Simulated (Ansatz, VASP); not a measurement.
## Be in VASP and in Ansatz

The input INCAR:

```
PREC     = Accurate       # precision mode
ENCUT    = 520            # plane-wave cutoff, eV
EDIFF    = 1E-6           # SCF threshold, eV
ISMEAR   = 0              # smearing method
SIGMA    = 0.15           # smearing width, eV
LREAL    = False          # projectors in reciprocal space
LASPH    = True           # aspherical terms in the spheres
NELM     = 60             # most SCF steps
ALGO     = Normal         # electronic algorithm
ISIF     = 2              # what is computed and relaxed
LWAVE    = False          # write WAVECAR
LCHARG   = True           # write CHGCAR
GGA      = PS             # functional
LELF     = True           # ELF
LVHAR    = True         
NBANDS   = 7              # bands
```

KPOINTS

```
regular mesh
0
Gamma
  26 26 26
```

File POSCAR:

```
Be
1.0
   -1.2499881489      1.2499881489      1.2531209513
    1.2499881489     -1.2499881489      1.2531209513
    1.2562537537      1.2562537537     -1.2531209513
Be
1
Direct
    0.0000000000      0.0000000000      0.0000000000
```

Input for Ansatz:

```yaml
crystal:
  lattice:
    - [-1.2499881489, 1.2499881489, 1.2531209513]
    - [1.2499881489, -1.2499881489, 1.2531209513]
    - [1.2562537537, 1.2562537537, -1.2531209513]
  atoms:
    - { symbol: Be, position: [0.0, 0.0, 0.0] }
basis:
  ecutwfc: 420
kpoints:
  mp_grid: { grid: [26, 26, 26] }
hamiltonian:
  xc: pbesol
scf:
  occupations: { method: gaussian, width: 0.15 }
output:
  forces: true
  stress: true
  eigenvalues: true
```

Change from the starting cell: strain +0.0050 x Voigt [0, 0, 0, 0, 0, 1], atoms carried along.

Alike in both runs: task single point; functional PBEsol; k mesh 26 × 26 × 26; occupations gaussian, width 0.15 eV; no spin polarisation.

|  | VASP | Ansatz |
| --- | --- | --- |
| version | VASP 6.6.1 | Ansatz 0.2.0 |
| potentials or method | VASP PAW PBE potentials, release 64 (Be) | scalar-relativistic, plane waves, PAW |
| plane-wave cutoff (eV) | 520 | 420 |
| valence electrons in the cell | 2 | 2 |

Ansatz gave:

| Item | Value |
| --- | --- |
| gap on the k mesh at the Fermi level (eV) | none |
| pressure (GPa) | -2.0 |
| largest component of the traceless stress (GPa) | 1.07 |

Q: Which values does VASP return?

A: gap on the k mesh at the Fermi level (eV): none; pressure (GPa): -1.6; largest component of the traceless stress (GPa): 1.08.

A gap of «none» marks a metal or a gap that the smearing closes.

Caveats: the PAW data sets were made with another functional, which shifts forces and pressure a little (VASP).
